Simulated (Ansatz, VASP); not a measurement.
**MoH4: VASP beside Ansatz**

```
H Mo
1.0
     2.78318    0.00000    0.00000
     0.00000    2.78318    0.00000
     0.00000    0.00000    5.86326
H Mo
4 1
Direct
  0.50000 0.00000 0.21385
  0.00000 0.50000 0.78615
  0.50000 0.00000 0.78615
  0.00000 0.50000 0.21385
  0.00000 0.00000 0.00000
```

Change from the starting cell: ordered vacancies on the cation sites of fluorite (P4/mmm, No. 123).

Alike in both runs: task single point; functional PBE; k mesh 6 × 6 × 4; occupations gaussian, width 0.1 eV; collinear spin.

```csv
,VASP,Ansatz
version,VASP 6.6.1,Ansatz 0.2.0
potentials or method,"VASP PAW PBE potentials, release 64 (H, Mo_sv)","scalar-relativistic, plane waves, PAW"
plane-wave cutoff (eV),520,420
valence electrons in the cell,18,18
```

Ansatz gave:

| Quantity | Value |
| --- | --- |
| gap on the k mesh at the Fermi level (eV) | none |
| pressure (GPa) | 0.0 |
| rms of the force components (eV/Å) | 0.000 |
| net moment per atom (μB) | 0.00 |

Task: Estimate VASP's values.

Result: gap on the k mesh at the Fermi level (eV): none; pressure (GPa): 0.0; rms of the force components (eV/Å): 0.003; net moment per atom (μB): 0.00.

Atom by atom the forces differ by 0.004 eV/Å (rms over components). A gap of «none» marks a metal or a gap that the smearing closes. Ansatz warned: «seeded_moment_not_kept».

Caveats: the k mesh is coarse (spacing up to 0.38 Å⁻¹), so the values aren't converged.
